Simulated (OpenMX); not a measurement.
**SiO2 (Cristobalite) under changes of volume**

One of the cells (14.402 Å³/atom); the others are scaled copies at fixed shape and fractional positions:

```xyz
12
Lattice="4.9820 0.0000 0.0000 0.0000 4.9820 0.0000 0.0000 0.0000 6.9630" Properties=species:S:1:pos:R:3 pbc="T T T"
Si    3.9805    1.0015    5.2222
Si    3.4925    3.4925    3.4815
Si    1.0015    3.9805    1.7408
Si    1.4895    1.4895    0.0000
O     0.5155    1.1951    5.7227
O     1.2959    3.0065    0.5004
O     4.4665    3.7869    2.2412
O     3.6861    1.9755    3.9819
O     3.0065    1.2959    6.4626
O     3.7869    4.4665    4.7218
O     1.9755    3.6861    2.9811
O     1.1951    0.5155    1.2403
```

```yaml
Program: OpenMX 3.8.5
Functional: LDA
Potentials_or_basis: OpenMX 2013 LDA set, Si7.0-s2p2d1, O6.0-s2p2d1, fixed grid of 60 × 60 × 84 points
k_mesh: 7 × 7 × 5
Occupations: fermi-dirac, width 0.05 eV
Spin: no spin polarisation
```

```tsv
volume (Å³/atom)	energy over the lowest point (meV/atom)	gap on the mesh (eV)	largest force (eV/Å)
13.538	?	?	?
13.826	30.73	6.26	0.967
14.114	13.55	6.14	0.718
14.402	3.54	6.02	0.496
14.690	0.00	5.88	0.307
14.978	2.34	5.75	0.182
15.266	10.01	5.60	0.217
```

Task: What does the run at 13.538 Å³/atom give?

Result: Energy over the lowest point 55.81 meV/atom; gap on the mesh 6.38 eV; largest force 1.233 eV/Å.

Worked out: A Birch-Murnaghan fit of order 3 (a polynomial in V^(-2/3)) to the other rows has its minimum at 14.71 Å³/atom with B0 = V·E''(V) = 165 GPa and B' = 4.0 at fixed shape and positions, which overstates the stiffness. It gives 55.81 meV/atom at 13.538 Å³/atom, against the run's 55.81. A parabola through the other rows of the gap, of slope -4.96 eV per unit of ln V (its deformation potential) there, extrapolates to 6.37 eV, against the run's 6.38.

Energies are extrapolated to zero smearing.

Caveats: an odd mesh through Γ misses points on the zone boundary, where band edges often lie; the cell was measured hot, at 340 K; the basis of atomic orbitals isn't converged, which shifts pressures, moduli and gaps; forces of over 1 eV/Å show positions far from the minimum, so gaps and moduli don't describe the material at rest (some runs).
